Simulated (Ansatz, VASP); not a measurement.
**CaS (Oldhamite) in VASP and in Ansatz**

File INCAR:

```
PREC     = Accurate       # precision mode
ENCUT    = 520            # plane-wave cutoff, eV
EDIFF    = 1E-7           # SCF threshold, eV
ISMEAR   = -1             # smearing method
SIGMA    = 0.05           # smearing width, eV
LREAL    = F              # projectors in reciprocal space
LASPH    = T              # aspherical terms in the spheres
NELM     = 60             # most SCF steps
ALGO     = Normal         # electronic algorithm
ISIF     = 2              # what is computed and relaxed
LWAVE    = F              # write WAVECAR
LCHARG   = F              # write CHGCAR
GGA      = PE             # functional
NBANDS   = 15             # bands
```

The input KPOINTS:

```
Automatic mesh
0
Gamma
  8 8 8
```

POSCAR

```
CaS
1.0
    0.0000000000      2.8045763709      2.8045763709
    2.8045763709      0.0000000000      2.8045763709
    2.8045763709      2.8045763709      0.0000000000
Ca S
1 1
Direct
    0.0000000000      0.0000000000      0.0000000000
    0.5000000000      0.5000000000      0.5000000000
```

Contents of input.yaml:

```yaml
crystal:
  lattice:
    - [0.0, 2.8045763709, 2.8045763709]
    - [2.8045763709, 0.0, 2.8045763709]
    - [2.8045763709, 2.8045763709, 0.0]
  atoms:
    - { symbol: Ca, position: [0.0, 0.0, 0.0] }
    - { symbol: S, position: [0.5, 0.5, 0.5] }
hamiltonian:
  xc: pbe
  pseudopotentials: { kind: paw }
kpoints:
  mp_grid: { grid: [8, 8, 8] }
scf:
  occupations: { method: fermi_dirac, width: 0.05 }
output:
  forces: true
  stress: true
  eigenvalues: true
  write_density: true
  write_potential: true
  elf: true
  volumetric_format: npy
```

Change from the starting cell: volume scaled by 0.96.

Alike in both runs: task single point; functional PBE; k mesh 8 × 8 × 8; occupations fermi-dirac, width 0.05 eV; no spin polarisation.

|  | VASP | Ansatz |
| --- | --- | --- |
| version | VASP 6.6.1 | Ansatz 0.2.0 |
| potentials or method | VASP PAW PBE potentials, release 64 (Ca_sv, S) | Ansatz PAW |
| plane-wave cutoff (eV) | 520 | 420 |
| valence electrons in the cell | 16 | 16 |

```csv
,VASP,Ansatz,Ansatz less VASP
gap on the k mesh at the Fermi level (eV),2.25,2.25,+0.006
least direct gap on the mesh (eV),3.08,3.09,+0.006
pressure (GPa),3.7,3.5,-0.19
```

The functional is the same, so the differences come from potentials, cutoffs and numerics.

A k mesh can miss the band edges.
